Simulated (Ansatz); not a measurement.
C:

```xyz
2
Lattice="2.1273 -1.2283 0.0000 2.1273 1.2283 0.0000 -1.3791 0.0000 3.5028" Properties=species:S:1:pos:R:3 pbc="T T T"
C    -0.6699    0.0000    3.5025
C     3.5455    0.0000    0.0003
```

This is a stacking variant of graphite.

Base run:

| Property | Result |
| --- | --- |
| Program | Ansatz 0.2.0 |
| Functional | LDA |
| Potentials or basis | Ansatz PAW |
| Cutoff | 420 eV (not typed: the program's choice for these potentials) |
| k mesh | 13 × 13 × 8 |
| Occupations | fermi-dirac, width 0.05 eV |
| Spin | no spin polarisation |

Its results: pressure -4.1 GPa; largest force 0.003 eV/Å.

Problem. The run is repeated on the same cell with these changes: functional from LDA to r2SCAN; cutoff from 420 eV (not typed: the program's choice for these potentials) to 500 eV (not typed: the program's choice for these potentials). What comes out?

Solution. Pressure -0.2 GPa; largest force 0.011 eV/Å.

Caveats: the PAW data sets come from PBE, with cores solved anew for the run's functional, which leaves a small shift of forces and pressure.
